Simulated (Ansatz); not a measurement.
SrCl2 (fluorite), relaxed with r2SCAN: it is cubic, Fm-3m (No. 225); a = 6.995 Å in the conventional setting, 28.53 Å³ an atom. Around Sr lie 8 Cl at 3.03 Å; around Cl lie 4 Sr at 3.03 Å. One-shot G0W0@PBE in the plane-wave code Ansatz on a 4×4×4 mesh (contour deformation, no spin-orbit coupling), from a PBE gap of 5.312 eV over the mesh points (the G0W0 gap is indirect on the mesh); the number N of bands summed and the screening cutoff rise together. (Simulation; spin polarisation is off.)

```tsv
N	cutoff (eV)	1000/N	G0W0 gap (eV)
151	80	6.623	7.272
333	140	3.003	7.451
```

Question: Lay a straight line in 1000/N through these rows.

Answer: The slope is -0.0494 eV per unit of 1000/N and the intercept 7.599 eV.

Question: Predict the gap at N = 603 (210 eV).

Answer: 7.599 + (-0.0494) × 1.658 = 7.517 eV; the run gives 7.544 eV, +0.027 eV from the line.

Question: With that run's result added, what limit do the last two rows suggest?

Answer: Their slope is (7.544 − 7.451)/(1.658 − 3.003) = -0.0691, which meets 1/N = 0 at 7.66 eV, against 7.599 eV from the first line. The slope steepens, so 1/N isn't yet asymptotic and the true limit probably lies higher still; the k mesh isn't extrapolated.
